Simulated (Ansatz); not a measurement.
# TiH: the cost of one run

Computed with Ansatz 0.2.0 (DFT PBE, scalar-relativistic, plane waves, PAW, unless a step's input says otherwise).

## 1. Starting point

The structure is hexagonal, space group P6_3mc (No. 186). Conventional cell: a = 3.109 Å, b = 3.109 Å, c = 4.978 Å, α = 90.00°, β = 90.00°, γ = 120.00°. Ti (site symmetry 3m) is surrounded by 4 H at 1.89 to 1.90 Å. H (site symmetry 3m) has 4 Ti at 1.89 to 1.90 Å as nearest neighbours.

Structure file:

```
Ti H
1.0
     3.10864    0.00000    0.00000
    -1.55432    2.69216    0.00000
     0.00000    0.00000    4.97838
Ti H
2 2
Direct
  0.33333 0.66667 0.00000
  0.66667 0.33333 0.50000
  0.33333 0.66667 0.38210
  0.66667 0.33333 0.88210
```

This is candidate A: wurtzite type (P6_3mc, No. 186).

(A quick probe on a coarse mesh, which set the mesh and smearing, is not shown.)

## 3. Full relaxation (candidate A)

input.yaml

```yaml
crystal:
  lattice:
    - [3.1086370424, 0.0, 0.0]
    - [-1.5543185212, 2.6921586499, 0.0]
    - [0.0, 0.0, 4.9783750213]
  atoms:
    - { symbol: Ti, position: [0.3333333333, 0.6666666667, 0.0] }
    - { symbol: Ti, position: [0.6666666667, 0.3333333333, 0.5] }
    - { symbol: H, position: [0.3333333333, 0.6666666667, 0.3821] }
    - { symbol: H, position: [0.6666666667, 0.3333333333, 0.8821] }
basis:
  ecutwfc: 420
kpoints:
  mp_grid: { grid: [18, 18, 10] }
hamiltonian:
  xc: pbe
scf:
  occupations: { method: gaussian, width: 0.1 }
output:
  forces: true
  stress: true
  eigenvalues: true
  write_density: true
  write_potential: true
  elf: true
  volumetric_format: npy
relax:
  adjacent_minimum: "off"
  f_tol: 0.01
  max_steps: 80
  cell: { stress_tol: 0.05 }
```

Launch:

```console
$ ansatz run input.yaml --threads 1 --pin off --max-ram 2560MiB --backend cpu --events-out ev --progress --plain --runs-dir out
```

**Question.** How long does this run take on 1 thread of Intel Xeon at 2.50GHz (Skylake/Cascade Lake), shared host, and how much memory does it need?

About 3.8 min, with a peak of 0.5 GiB.
